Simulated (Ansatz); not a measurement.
## Deforming Ga

```
Ga
1.0
     1.45000   -4.06500    0.00000
     1.45000    4.06500    0.00000
     0.00000    0.00000    3.17000
Ga
2
Direct
  0.86700 0.13300 0.25000
  0.13300 0.86700 0.75000
```

Atom numbers follow the list: Ga1, Ga2.

The cell is a measured one (Crystallography Open Database entry 9012485); the temperature and pressure of the measurement aren't taken into account, and nothing was relaxed.

Theory: DFT, PBE, PAW with Ansatz's default frozen-core files, scalar-relativistic in Ansatz 0.2.0.

Settings: a Γ-centred 15×15×13 k mesh, Fermi–Dirac smearing of 0.05 eV, cutoff 420 eV, no spin polarisation.

The unchanged cell is at 1.55 GPa.

In a metal, stresses and small energies carry noise from the k mesh.

x, y and z are the Cartesian axes of the cell as listed; fractional coordinates follow a strain, and an engineering shear is twice the off-diagonal strain component.

**Question.** One change gave: energy change +0.7 meV/atom; stress change (xx, yy, zz, yz, xz, xy) -0.15, 0.10, 0.29, -0.75, 0.14, -0.14 GPa, compression positive; change of the force on Ga1 (0.014, -0.003, -0.017) eV/Å. Which change was it?
A. atom 1 (Ga) moved by (0.0000, 0.0000, 0.0800) Å
B. equal xy, yz and zx engineering shear strains of +2 %
C. equal xy, yz and zx engineering shear strains of -2 %

**Answer.** B. For equal xy, yz and zx engineering shear strains of -2 %: energy change +0.8 meV/atom; stress change (xx, yy, zz, yz, xz, xy) -0.13, 0.04, 0.29, 0.62, -0.18, 0.16 GPa, compression positive; change of the force on Ga1 (-0.018, -0.003, 0.011) eV/Å. For atom 1 (Ga) moved by (0.0000, 0.0000, 0.0800) Å: energy change +2.6 meV/atom; stress change (xx, yy, zz, yz, xz, xy) 0.06, 0.17, -0.01, -0.22, 0.00, 0.00 GPa, compression positive; change of the force on Ga1 (0.000, 0.005, -0.131) eV/Å.

**Question.** What force constant does this one finite step give for Ga1 along its displacement (all its periodic images move with it)?

**Answer.** k = −ΔF·u/|u|² = 1.64 eV/Å², so the force pulls the atom back.
